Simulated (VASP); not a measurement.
Crystal: GaP.

```
Ga P
1.0
     0.00000    2.71842    2.71842
     2.71842    0.00000    2.71842
     2.71842    2.71842    0.00000
Ga P
1 1
Direct
  0.00000 0.00000 0.00000
  0.25000 0.25000 0.25000
```

Program: VASP 6.6.1. Alike in all runs: potentials or basis VASP PAW PBE potentials, release 64 (Ga_d, P); cell as given; cutoff (eV) 520; smearing gaussian 0.03 eV. Hardware: 1 thread of Intel(R) Xeon(R) Platinum 8488C (Sapphire Rapids) (shared host).

Q: Order these runs on this cell by their wall time, lowest first.
A. task optical spectrum; level PBE; spin off; k mesh 8 × 8 × 8
B. task band structure; level r2SCAN; spin off; k mesh 8 × 8 × 8
C. task band structure; level TB-mBJ; spin SOC, no magnetisation; k mesh 6 × 6 × 6

A: A (69 s), B (240 s), C (590 s).

Caveats: spectra need much finer meshes, so this one isn't converged (some runs); independent-particle spectra lack excitons (some runs).
